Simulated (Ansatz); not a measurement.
## SiO2: enthalpy against pressure

SiO2, P6_322, a = 5.015 Å, c = 8.539 Å. This isn't the usual stable structure of the compound. Ansatz: LDA, PAW, 420 eV, Γ-centred 6×6×4 mesh on 12 atoms, Gaussian smearing 0.02 eV; no spin polarisation. Cell and atoms are relaxed at each pressure, and no other structure is tried, so the rows at high pressure may lie past a change of phase. y is the enthalpy over the state at zero pressure; there V0 = 15.500 Å³/atom. The pressures are the targets, met within 0.03 GPa.

| P (GPa) | y (eV/atom) |
| --- | --- |
| -3.0 | ? |
| 0.0 | 0.0000 |
| 3.0 | 0.2766 |
| 8.0 | 0.7011 |
| 15.0 | 1.2552 |
| 30.0 | 2.3537 |

Task: Fit y = c1 P + c2 P² + c3 P³ to the other rows, say what c1 and c2 mean, and predict the missing value.

Result: Least squares on the rows shown. y = 0.094010 P − 0.00086358 P² + 1.1506×10⁻⁵ P³. Since dH/dP = V, c1 is V0: 0.094010 eV/GPa × 160.2 = 15.060 Å³ against 15.500; c2 = −V0/(2B0) gives B0 = 54 GPa, where a Birch–Murnaghan fit to the volumes of the same runs (not shown) gives 35 GPa: a cubic over this range folds the higher terms into c2. Above P = −c2/(3 c3) = 25 GPa the cubic's slope, the volume, would rise with pressure, so the form fails there. At P = -3.0 the fit asked for gives -0.2901 eV/atom. The run gave -0.3071 eV/atom, so the fit is 0.0170 eV/atom too high, 0.64 % of the span of the series, against an rms of 0.0013 eV/atom on the fitted rows. The row lies outside the fitted range. With a term in P⁴ added, a fit to the same known rows (none to spare) predicts -0.3013 eV/atom, so most of the miss is curvature that the known rows already hold. The records add, with no proof that it causes the miss: its space group is P6_3/mmc, the others' P6_322.